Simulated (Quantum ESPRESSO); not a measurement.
A run of Quantum ESPRESSO 7.5:

pw.in

```
&CONTROL
  calculation = 'scf'
  prefix = 'pwscf'
  outdir = './tmp'
  pseudo_dir = './pseudo'
  tprnfor = .true.
  disk_io = 'low'
/
&SYSTEM
  ibrav = 0
  nat = 2
  ntyp = 2
  ecutwfc = 96
  nbnd = 21
  occupations = 'smearing'
  smearing = 'gaussian'
  degauss = 0.00367493
  nspin = 2
  starting_magnetization(1) = 0.1765
  starting_magnetization(2) = 0
  tot_magnetization = 3
  nosym = .true.
  tot_charge = 1
/
&ELECTRONS
  conv_thr = 1d-12
  electron_maxstep = 100
  mixing_beta = 0.3
  mixing_ndim = 12
  startingpot = 'file'
/
ATOMIC_SPECIES
Co    58.9332 Co.upf
O     15.9990 O.upf
CELL_PARAMETERS angstrom
   0.0000000000    2.3436418400    2.3436418400
   2.3436418400    0.0000000000    2.3436418400
   2.3436418400    2.3436418400    0.0000000000
ATOMIC_POSITIONS crystal
Co     0.0000000000    0.0000000000    0.0000000000
O      0.2500000000    0.2500000000    0.2500000000
K_POINTS automatic
4 4 4 0 0 0
HUBBARD {ortho-atomic}
U Co-3d 4.0
```

Contents of pp_density.in:

```
&INPUTPP
  prefix = 'pwscf'
  outdir = './tmp'
  filplot = 'density.dat'
  plot_num = 0
/
&PLOT
  nfile = 1
  filepp(1) = 'density.dat'
  iflag = 3
  output_format = 6
  fileout = 'density.cube'
/
```

pp_potential.in

```
&INPUTPP
  prefix = 'pwscf'
  outdir = './tmp'
  filplot = 'potential.dat'
  plot_num = 11
/
&PLOT
  nfile = 1
  filepp(1) = 'potential.dat'
  iflag = 3
  output_format = 6
  fileout = 'potential.cube'
/
```

pp_spin.in

```
&INPUTPP
  prefix = 'pwscf'
  outdir = './tmp'
  filplot = 'spin.dat'
  plot_num = 6
/
&PLOT
  nfile = 1
  filepp(1) = 'spin.dat'
  iflag = 3
  output_format = 6
  fileout = 'spin.cube'
/
```

File pp_elf.in:

```
&INPUTPP
  prefix = 'pwscf'
  outdir = './tmp'
  filplot = 'elf.dat'
  plot_num = 8
/
&PLOT
  nfile = 1
  filepp(1) = 'elf.dat'
  iflag = 3
  output_format = 6
  fileout = 'elf.cube'
/
```

start.in

```
&CONTROL
  calculation = 'scf'
  prefix = 'pwscf'
  outdir = './tmp'
  pseudo_dir = './pseudo'
  disk_io = 'nowf'
/
&SYSTEM
  ibrav = 0
  nat = 2
  ntyp = 2
  ecutwfc = 96
  nbnd = 21
  occupations = 'smearing'
  smearing = 'gaussian'
  degauss = 0.00367493
  nspin = 2
  starting_magnetization(1) = 0.1765
  starting_magnetization(2) = 0
  tot_magnetization = 3
  nosym = .true.
  tot_charge = 1
/
&ELECTRONS
  conv_thr = 1d-12
  electron_maxstep = 1
  mixing_beta = 0.3
  mixing_ndim = 12
  scf_must_converge = .false.
/
ATOMIC_SPECIES
Co    58.9332 Co.upf
O     15.9990 O.upf
CELL_PARAMETERS angstrom
   0.0000000000    2.3436418400    2.3436418400
   2.3436418400    0.0000000000    2.3436418400
   2.3436418400    2.3436418400    0.0000000000
ATOMIC_POSITIONS crystal
Co     0.0000000000    0.0000000000    0.0000000000
O      0.2500000000    0.2500000000    0.2500000000
K_POINTS automatic
4 4 4 0 0 0
HUBBARD {ortho-atomic}
U Co-3d 4.0
```

Contents of occup.txt:

```
 1.0000  0.0000  0.0000  0.0000  0.0000
 0.0000  1.0000  0.0000  0.0000  0.0000
 0.0000  0.0000  1.0000  0.0000  0.0000
 0.0000  0.0000  0.0000  1.0000  0.0000
 0.0000  0.0000  0.0000  0.0000  1.0000
 0.5594 -0.1830  0.1105  0.3848 -0.2296
-0.1830  0.6532 -0.0283 -0.1389 -0.4159
 0.1105 -0.0283  0.0219  0.0759 -0.0519
 0.3848 -0.1389  0.0759  0.2650 -0.1471
-0.2296 -0.4159 -0.0519 -0.1471  0.5005
 0.0000  0.0000  0.0000  0.0000  0.0000
 0.0000  0.0000  0.0000  0.0000  0.0000
 0.0000  0.0000  0.0000  0.0000  0.0000
 0.0000  0.0000  0.0000  0.0000  0.0000
 0.0000  0.0000  0.0000  0.0000  0.0000
 0.0000  0.0000  0.0000  0.0000  0.0000
 0.0000  0.0000  0.0000  0.0000  0.0000
 0.0000  0.0000  0.0000  0.0000  0.0000
 0.0000  0.0000  0.0000  0.0000  0.0000
 0.0000  0.0000  0.0000  0.0000  0.0000
```

Potentials or basis: PseudoDojo 0.4.1 SR PBE standard.

The run is started by

```console
$ OMP_NUM_THREADS=1 pw.x -in start.in > start.out
$ cp occup.txt tmp/pwscf.save/occup.txt
$ OMP_NUM_THREADS=1 pw.x -in pw.in > pw.out
$ OMP_NUM_THREADS=1 pp.x -in pp_density.in > pp_density.out
$ OMP_NUM_THREADS=1 pp.x -in pp_potential.in > pp_potential.out
$ OMP_NUM_THREADS=1 pp.x -in pp_spin.in > pp_spin.out
$ OMP_NUM_THREADS=1 pp.x -in pp_elf.in > pp_elf.out
```

Hardware: 1 thread of Arm Neoverse V2, on a shared host.

Task: How long does it take, and how much memory?

Result: It took 5.7 min on 1 thread of Arm Neoverse V2, with other jobs on the host, peak memory 0.15 GiB. Counts: scf iterations 67, k pools 1, bands 21, k points 36, g dense 22219.
